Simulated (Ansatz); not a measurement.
# ZnSe: course of a relaxation

Method: Ansatz, DFT PBEsol, scalar-relativistic, plane waves, PAW. Settings: 420 eV cutoff, 8×8×6 k-mesh, Gaussian smearing of 0.02 eV, no spin polarisation.

What was changed: uniaxial strain along c, with a, b and atoms relaxed: +4.0 %.

Command:

```bash
ansatz run input.yaml --threads 1 --pin off --max-ram 2560MiB --backend cpu --events-out ev --progress --plain --runs-dir out
```

Input:

```yaml
crystal:
  lattice:
    - [2.7884574305, 2.7884574305, 0.0]
    - [-2.7884574305, 2.7884574305, 0.0]
    - [0.0, 0.0, 5.8585772276]
  atoms:
    - { symbol: Zn, position: [0.0, 0.0, 0.0] }
    - { symbol: Zn, position: [0.5, 0.5, 0.5] }
    - { symbol: Se, position: [0.5, 0.0, 0.25] }
    - { symbol: Se, position: [0.0, 0.5, 0.75] }
basis:
  ecutwfc: 420
kpoints:
  mp_grid: { grid: [8, 8, 6] }
hamiltonian:
  xc: pbesol
scf:
  occupations: { method: gaussian, width: 0.02 }
output:
  forces: true
  stress: true
  eigenvalues: true
relax:
  adjacent_minimum: "off"
  f_tol: 0.008
  max_steps: 40
  cell: { stress_tol: 0.015, fix: [c, angles] }
```

F is the free energy. Steps run on the plane waves of an earlier cell, but the last one, and at times one on the way, on a freshly chosen basis, so a repeated geometry can differ a little in energy. The held parts of the cell keep their stress, so P needn't end at zero.

Steps:

```tsv
step	F − F(1) (eV)	largest force component (eV/Å)	V (Å³/atom)	P (GPa)
1	0.0000	0.000	22.777	-1.23
2	-0.0015	0.000	22.622	-0.83
3	-0.0017	0.000	22.581	-0.72
4	-0.0014	0.000	22.581	-0.72
```

Relaxed structure:

```
CELL_PARAMETERS angstrom
2.77647 2.77647 0.00000
-2.77647 2.77647 0.00000
0.00000 0.00000 5.85858
ATOMIC_POSITIONS crystal
Zn 0.00000 0.00000 0.00000
Zn 0.50000 0.50000 0.50000
Se 0.50000 0.00000 0.25000
Se 0.00000 0.50000 0.75000
```

Symmetry: I-4m2, No. 119, tetragonal system. The conventional cell has a = 3.927 Å, b = 3.927 Å, c = 5.859 Å, α = 90.00°, β = 90.00°, γ = 90.00°. Zn (site symmetry -4m2) is surrounded by 4 Se at 2.45 Å. Around Se (site symmetry -4m2) lie 4 Zn at 2.45 Å.

The run converged. Time: 33 s on 1 thread of AMD EPYC 9R14 (Zen 4), on a shared host, peak memory 0.49 GiB.